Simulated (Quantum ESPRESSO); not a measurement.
A run of Quantum ESPRESSO 7.5 is set up as follows.

Contents of pw.in:

```
&CONTROL
  calculation = 'scf'
  prefix = 'pwscf'
  outdir = './tmp'
  pseudo_dir = './pseudo'
  tprnfor = .true.
  tstress = .true.
  disk_io = 'low'
/
&SYSTEM
  ibrav = 0
  nat = 2
  ntyp = 2
  ecutwfc = 88
  nbnd = 24
  input_dft = 'r2scan'
  occupations = 'smearing'
  smearing = 'fd'
  degauss = 0.00367493
  nosym = .true.
/
&ELECTRONS
  conv_thr = 1d-08
  electron_maxstep = 120
  mixing_beta = 0.5
/
ATOMIC_SPECIES
W    183.8400 W_ONCV_PBE-1.2.upf
C     12.0110 C_ONCV_PBE-1.2.upf
CELL_PARAMETERS angstrom
   0.0000000000    2.1926840000    2.1926840000
   2.1926840000    0.0000000000    2.1926840000
   2.1926840000    2.1926840000    0.0000000000
ATOMIC_POSITIONS crystal
W      0.0000000000    0.0000000000    0.0000000000
C      0.5000000000    0.5000000000    0.5000000000
K_POINTS automatic
8 8 8 0 0 0
```

bands.in

```
&CONTROL
  calculation = 'bands'
  prefix = 'pwscf'
  outdir = './tmp'
  pseudo_dir = './pseudo'
  disk_io = 'low'
  verbosity = 'high'
/
&SYSTEM
  ibrav = 0
  nat = 2
  ntyp = 2
  ecutwfc = 88
  nbnd = 24
  input_dft = 'r2scan'
  occupations = 'smearing'
  smearing = 'fd'
  degauss = 0.00367493
  nosym = .true.
/
&ELECTRONS
  conv_thr = 1d-08
  electron_maxstep = 120
  mixing_beta = 0.5
  diago_full_acc = .true.
  startingwfc = 'random'
/
ATOMIC_SPECIES
W    183.8400 W_ONCV_PBE-1.2.upf
C     12.0110 C_ONCV_PBE-1.2.upf
CELL_PARAMETERS angstrom
   0.0000000000    2.1926840000    2.1926840000
   2.1926840000    0.0000000000    2.1926840000
   2.1926840000    2.1926840000    0.0000000000
ATOMIC_POSITIONS crystal
W      0.0000000000    0.0000000000    0.0000000000
C      0.5000000000    0.5000000000    0.5000000000
K_POINTS crystal
60
 0.0000000000  0.0000000000  0.0000000000 1
 0.0625000000  0.0000000000  0.0625000000 1
 0.1250000000  0.0000000000  0.1250000000 1
 0.1875000000  0.0000000000  0.1875000000 1
 0.2500000000  0.0000000000  0.2500000000 1
 0.3125000000  0.0000000000  0.3125000000 1
 0.3750000000  0.0000000000  0.3750000000 1
 0.4375000000  0.0000000000  0.4375000000 1
 0.5000000000  0.0000000000  0.5000000000 1
 0.5000000000  0.0625000000  0.5625000000 1
 0.5000000000  0.1250000000  0.6250000000 1
 0.5000000000  0.1875000000  0.6875000000 1
 0.5000000000  0.2500000000  0.7500000000 1
 0.4375000000  0.3125000000  0.7500000000 1
 0.3750000000  0.3750000000  0.7500000000 1
 0.3375000000  0.3375000000  0.6750000000 1
 0.3000000000  0.3000000000  0.6000000000 1
 0.2625000000  0.2625000000  0.5250000000 1
 0.2250000000  0.2250000000  0.4500000000 1
 0.1875000000  0.1875000000  0.3750000000 1
 0.1500000000  0.1500000000  0.3000000000 1
 0.1125000000  0.1125000000  0.2250000000 1
 0.0750000000  0.0750000000  0.1500000000 1
 0.0375000000  0.0375000000  0.0750000000 1
 0.0000000000  0.0000000000  0.0000000000 1
 0.0625000000  0.0625000000  0.0625000000 1
 0.1250000000  0.1250000000  0.1250000000 1
 0.1875000000  0.1875000000  0.1875000000 1
 0.2500000000  0.2500000000  0.2500000000 1
 0.3125000000  0.3125000000  0.3125000000 1
 0.3750000000  0.3750000000  0.3750000000 1
 0.4375000000  0.4375000000  0.4375000000 1
 0.5000000000  0.5000000000  0.5000000000 1
 0.5250000000  0.4500000000  0.5250000000 1
 0.5500000000  0.4000000000  0.5500000000 1
 0.5750000000  0.3500000000  0.5750000000 1
 0.6000000000  0.3000000000  0.6000000000 1
 0.6250000000  0.2500000000  0.6250000000 1
 0.5833333333  0.2500000000  0.6666666667 1
 0.5416666667  0.2500000000  0.7083333333 1
 0.5000000000  0.2500000000  0.7500000000 1
 0.5000000000  0.2857142857  0.7142857143 1
 0.5000000000  0.3214285714  0.6785714286 1
 0.5000000000  0.3571428571  0.6428571429 1
 0.5000000000  0.3928571429  0.6071428571 1
 0.5000000000  0.4285714286  0.5714285714 1
 0.5000000000  0.4642857143  0.5357142857 1
 0.5000000000  0.5000000000  0.5000000000 1
 0.4821428571  0.4821428571  0.5357142857 1
 0.4642857143  0.4642857143  0.5714285714 1
 0.4464285714  0.4464285714  0.6071428571 1
 0.4285714286  0.4285714286  0.6428571429 1
 0.4107142857  0.4107142857  0.6785714286 1
 0.3928571429  0.3928571429  0.7142857143 1
 0.3750000000  0.3750000000  0.7500000000 1
 0.6250000000  0.2500000000  0.6250000000 1
 0.5937500000  0.1875000000  0.5937500000 1
 0.5625000000  0.1250000000  0.5625000000 1
 0.5312500000  0.0625000000  0.5312500000 1
 0.5000000000  0.0000000000  0.5000000000 1
```

Potentials or basis: SG15 PBE 1.2.

The run is started by

```sh
$ OMP_NUM_THREADS=1 mpirun -n 2 pw.x -nk 2 -in pw.in > pw.out
$ OMP_NUM_THREADS=1 mpirun -n 2 pw.x -nk 2 -in bands.in > bands.out
```

(1) What does it give for the band gap on the k mesh?

(2) Estimate the pressure.

## Answers

(1) none (metal or under the smearing width).

(2) -13.9 GPa.

Caveat: the potentials were made for another functional, which shifts forces and pressure; spin-orbit coupling is left out, which moves the levels of the heavy elements.
